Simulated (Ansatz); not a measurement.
**r2SCAN/STO-3G run of CHF3 (SMILES FC(F)F)**

Aim: the electronic atomisation energy of CHF3 at r2SCAN/STO-3G, from 4 runs. 

Program for the calculation: Ansatz 0.2.0.

55 further runs of the same task are left out: 7 that didn't finish, 48 set aside as unsound or not needed.

### Step 1. The system as given

CHF3: 5 atoms, total charge 0, spin state singlet. SMILES: `FC(F)F`. Geometry: relaxed at GFN2-xTB.

Bond lengths: F1–C2 1.328 Å, C2–F3 1.328 Å, C2–F4 1.328 Å, C2–H5 1.104 Å. Angles: F1–C2–F3 108.4°, F1–C2–F4 108.4°, F3–C2–F4 108.4°, F1–C2–H5 110.5°, F3–C2–H5 110.5°, F4–C2–H5 110.5°.

### Step 2. The energy at r2SCAN/STO-3G

Input file run.yaml:

```yaml
crystal:
  periodic: [false, false, false]
  atoms:
    - {symbol: F, position_ang: [-0.667670, -0.332390, 1.075060]}
    - {symbol: C, position_ang: [0.018950, 0.054610, 0.006800]}
    - {symbol: F, position_ang: [1.042420, -0.774930, -0.157420]}
    - {symbol: F, position_ang: [-0.771270, -0.038770, -1.056390]}
    - {symbol: H, position_ang: [0.377570, 1.091490, 0.131950]}
basis:
  gaussian: {orbitals: STO-3G}
accuracy: high
magnetization: {spin_polarized: false}
hamiltonian: {xc: {name: r2SCAN}}
```

Launch:

```
ansatz run run.yaml --threads 1 --pin off --max-ram 2610MiB --events-out events.jsonl --progress --plain --runs-dir runs
```

What it wrote:

```text
Warning: RAYON_NUM_THREADS=1 ignored (pool sized by the plan → 1); use --threads N
Functional definition: r2SCAN
  name "r2SCAN"
  parameter k0 = 0.174
  parameter k1 = 0.065
  parameter a1 = 4.9479
  exchange = r2scan_x(k0 = k0, k1 = k1, a1 = a1)
  correlation = r2scan_c
395 factors; integrals over basis functions are off by at most 3.5e-8 eV
mean field evaluation 1: about -9067.9525 eV, gradient 2.4e1 eV
mean field evaluation 2: about -9067.6351 eV, gradient 2.7e1 eV
mean field evaluation 4: about -9069.5566 eV, gradient 8.2e-2 eV
mean field evaluation 8: about -9069.4746 eV, gradient 1.8e-3 eV
mean field -9069.47456124 eV, -333.2970426151 hartree, gradient 9.9e-8 eV, S^2 0.000000; 0 other end points of the search recorded, 0 dependent functions left out
reference -9069.47456144 eV, -333.2970426223 hartree; 17, 17 occupied and 4, 4 virtual orbitals, 395 factors
Total energy: -9069.47456144 eV, -333.2970426223 hartree
```

Wall time 2.8 s (1 thread of Arm Neoverse V1, shared host); peak memory 0.14 GiB.

### Step 3. The C atom at the same level

Input file job.yaml:

```yaml
crystal:
  periodic: [false, false, false]
  atoms:
    - {symbol: C, position_ang: [0.000000, 0.000000, 0.000000]}
basis:
  gaussian:
    orbitals: STO-3G
magnetization:
  spin_polarized: true
  initial_magnetization: 2
hamiltonian:
  xc: {name: r2SCAN}
accuracy: high
```

Run the same way, it converges to -37.32969 Eh (log not shown).

### Step 4. The F atom

Input file molecule.yaml:

```yaml
crystal:
  periodic: [false, false, false]
  atoms:
    - {symbol: F, position_ang: [0.000000, 0.000000, 0.000000]}
basis:
  gaussian: {orbitals: STO-3G}
magnetization: {spin_polarized: true, initial_magnetization: 1}
hamiltonian: {xc: {name: r2SCAN}}
accuracy: high
```

Launch:

```
ansatz run molecule.yaml --threads 1 --pin off --max-ram 2610MiB --events-out events.jsonl --progress --plain --runs-dir runs
```

What it wrote, cut to the lines that bear on the results:

```text
Warning: RAYON_NUM_THREADS=1 ignored (pool sized by the plan → 1); use --threads N
[... 7 set-up lines as earlier in the session ...]
15 factors; integrals over basis functions are off by at most 1.2e-9 eV
mean field evaluation 1: about -2673.6189 eV, gradient 3.7e-11 eV
mean field evaluation 2: about -2673.6118 eV, gradient 2.3e-10 eV
mean field -2673.61177762 eV, -98.2534205883 hartree, gradient 0.0e0 eV, S^2 0.750000; 0 other end points of the search recorded, 0 dependent functions left out
reference -2673.61177767 eV, -98.2534205903 hartree; 5, 4 occupied and 0, 1 virtual orbitals, 15 factors
Total energy: -2673.61177767 eV, -98.2534205903 hartree
```

It took 0.63 s on 1 thread of Arm Neoverse V1, shared host; peak memory 0.096 GiB.

### Step 5. The H atom at the same level

Input file molecule.yaml:

```yaml
crystal:
  periodic: [false, false, false]
  atoms:
    - {symbol: H, position_ang: [0.000000, 0.000000, 0.000000]}
basis:
  gaussian: {orbitals: STO-3G}
magnetization: {spin_polarized: true, initial_magnetization: 1}
hamiltonian: {xc: r2scan}
accuracy: high
```

Run the same way, it converges to -0.46646 Eh (log not shown).

### Step 6. What came out

At r2SCAN/STO-3G:

| quantity | value |
| --- | --- |
| molecule: total energy | -333.29704 Eh |
| C atom: total energy | -37.32969 Eh |
| C atom: ⟨S²⟩ | 2.000 |
| F atom: total energy | -98.25342 Eh |
| F atom: ⟨S²⟩ | 0.750 |
| H atom: total energy | -0.46646 Eh |
| H atom: ⟨S²⟩ | 0.750 |
| electronic atomisation energy | 20.154 eV |

What this shows: Taking the molecule apart into free atoms costs 20.15 eV (465 kcal/mol), before zero-point energy and without spin-orbit coupling. In a minimal basis such a difference can be off by several eV, whatever the method.
